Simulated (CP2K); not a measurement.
Runs of CP2K 2026.2 on TaN. Symmetry: Fm-3m, No. 225, cubic system. The conventional cell has a = 4.423 Å, b = 4.423 Å, c = 4.423 Å, α = 90.00°, β = 90.00°, γ = 90.00°. Ta (site symmetry m-3m) is surrounded by 6 N at 2.21 Å. N (site symmetry m-3m) is surrounded by 6 Ta at 2.21 Å. The cell comes from a database or a generator and needn't be the stable form of this composition.

| task | level | potentials or basis | cell | NGRIDS | CUTOFF of the grids | gap on the mesh (eV) | pressure (GPa) | V0 of scaled cells (Å³/atom) | B0 (GPa) |
| --- | --- | --- | --- | --- | --- | --- | --- | --- | --- |
| single point | PBEsol | POTENTIAL_UZH Ta GTH-PBE-q13, N GTH-PBE-q5; TZVP-MOLOPT-PBE-GTH basis | as given | 4 | 450 Ry | none | (b) | - | - |
| equation of state | PBEsol | POTENTIAL_UZH Ta GTH-PBE-q13, N GTH-PBE-q5; TZVP-MOLOPT-PBE-GTH basis | as given | 4 | 450 Ry | - | - | 10.38 | (a) |
| single point | PBEsol | POTENTIAL_UZH Ta GTH-PBE-q13, N GTH-PBE-q5; TZVP-MOLOPT-PBE-GTH basis | atoms moved at random, drawn with an rms of 0.05 Å | 5 | 450 Ry | none | -11.4 | - | - |
| equation of state | r2SCAN | POTENTIAL_UZH Ta GTH-SCAN-q13, N GTH-SCAN-q5; TZVP-MOLOPT-SCAN-GTH basis | as given | 4 | 675 Ry | - | - | 10.42 | 348 |

Alike in all rows: no spin polarisation; k mesh 10 × 10 × 10; smearing fermi-dirac 0.05 eV.

Problem. Fill in the values left out.

Solution. (a) 357; (b) -13.2.

Caveats: the basis of atomic orbitals isn't converged, which shifts pressures, moduli and gaps; the potentials were made for another functional, which shifts forces and pressure (some runs).

A k mesh can miss the band edges, and the runs leave out spin-orbit coupling on Ta.

A gap of «none» marks a metal or a gap under the smearing width.
